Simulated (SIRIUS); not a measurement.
## Zr: equation of state with PBEsol

The system is Zr.

```
CELL_PARAMETERS angstrom
-1.81000 1.81000 1.81000
1.81000 -1.81000 1.81000
1.81000 1.81000 -1.81000
ATOMIC_POSITIONS crystal
Zr 0.00000 0.00000 0.00000
```

This isn't the form of Zr at room conditions, which is hcp.

```yaml
Program: SIRIUS 7.12.0
Task: equation of state
Functional: PBEsol
Potentials_or_basis: PseudoDojo 0.4.1 PBEsol standard (scalar relativistic)
Cutoff: 915 eV
Density_cutoff: 3659 eV
k_mesh: 10 × 10 × 10
Occupations: fermi-dirac, width 0.05 eV
Spin: no spin polarisation
```

```yaml
Equilibrium_volume: "21.71 Å³/atom (rough: see the caveat)"
Bulk_modulus: 89 GPa (rough)
```

Energy against volume, from the lowest point:
```tsv
volume (Å³/atom)	energy (meV/atom)
22.296	0.00
22.770	9.31
23.245	23.45
23.719	41.94
24.193	64.41
24.668	90.55
25.142	120.11
```

All runs of the series together: 100 s on 1 thread of AMD EPYC 7R43 64-Core Processor (Zen 3), with other jobs on the host.

Caveat: the minimum lies outside the volumes run.
